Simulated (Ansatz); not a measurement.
# Cu: a line through an energy map

How does the energy of Cu (I4/mmm, No. 139; 1 atom in the cell) vary with volume per atom, at c/a of the conventional cell = 0.977?

Program: Ansatz 0.2.0. Level of theory: DFT PBE, scalar-relativistic, plane waves, PAW. These are calculated values, not measurements.

17 further runs of the same task are left out: 17 set aside as unsound or not needed.

**1. Starting point**

Symmetry: I4/mmm, No. 139, tetragonal system. Conventional cell: a = 2.947 Å, b = 2.947 Å, c = 2.764 Å, α = 90.00°, β = 90.00°, γ = 90.00°. Around Cu (site symmetry 4/mmm) lie 10 Cu at 2.50 to 2.76 Å.

Structure file:

```xyz
1
Lattice="-1.4733 1.4733 1.3820 1.4733 -1.4733 1.3820 1.4733 1.4733 -1.3820" Properties=species:S:1:pos:R:3 pbc="T T T"
Cu    0.0000    0.0000    0.0000
```

It goes back to an entry of the Materials Project, which need not be the stable form.

This cell was relaxed beforehand with the same method: volume 12.00 Å³/atom, gap on the mesh none (metal).

**2. What is varied**

The energy is mapped over volume and the cell's shape.

First coordinate, volume per atom: 7 values from 10.08 to 13.92 Å³. Second coordinate, c/a of the conventional cell: 7 values from 0.832 to 1.058.

Nothing else is relaxed (symmetry fixes all fractional coordinates). Energies count from the relaxed crystal. Points are written as (first, second).

**3. The run at (10.08 Å³, 0.977)**

input.yaml reads:

```yaml
crystal:
  lattice:
    - [-1.3716029234, 1.3716029234, 1.3393702547]
    - [1.3716029234, -1.3716029234, 1.3393702547]
    - [1.3716029234, 1.3716029234, -1.3393702547]
  atoms:
    - { symbol: Cu, position: [0.0, 0.0, 0.0] }
basis:
  ecutwfc: 520.0
kpoints:
  mp_grid: { grid: [24, 24, 24] }
hamiltonian:
  xc: pbe
  pseudopotentials: { kind: paw, azcp: { folder: soft_1 } }
scf:
  occupations: { method: gaussian, width: 0.15 }
output:
  forces: true
  stress: true
  eigenvalues: true
```

The run is started by

```
$ ansatz run input.yaml --threads 1 --pin off --max-ram 2048MiB --backend cpu --events-out ev --progress --plain --runs-dir out
```

Further runs follow: the other points of the line.

Q: Predict the outcome of this session. Wanted: for each run, volume per atom; energy; slope; pressure.

**Answer**, as computed:

| volume per atom (Å³) | step | energy (meV/atom) | slope (meV/atom per Å³) | pressure (GPa) |
| --- | --- | --- | --- | --- |
| 10.08 | 3 | 189 | −234 | 37.5 |
| 10.72 | – | 74 | −129 | 20.7 |
| 11.36 | – | 17 | −54 | 8.7 |
| 12.00 | 4 | 0.34 | 0 | 0.0 |
| 12.64 | 5 | 14 | 40 | −6.3 |
| 13.28 | 6 | 49 | 68 | −10.9 |
| 13.92 | 7 | 99 | 88 | −14.1 |

Energies count from the relaxed crystal. Rows without a step come from runs not printed here or follow by symmetry. Slopes come from the forces (and the stress, where the cell changes), not from differences of energies.

In words: The lowest point of the line is at 12.00 Å³, 0.34 meV/atom from the zero. A fit to energies and slopes at the lowest point and its two neighbours puts the minimum at 11.995 Å³, with a curvature of about 72 meV/atom per (Å³)². V·d²E/dV² there is about 140 GPa, a bulk modulus under this line's constraint. The well is lopsided: two grid steps out, the energy rises by 74 meV/atom towards smaller values and 48 meV/atom towards larger ones. The highest point computed, at 10.08 Å³, lies 188 meV/atom above the lowest. This is one cut through a surface in two coordinates; the map's lowest point lies off it.
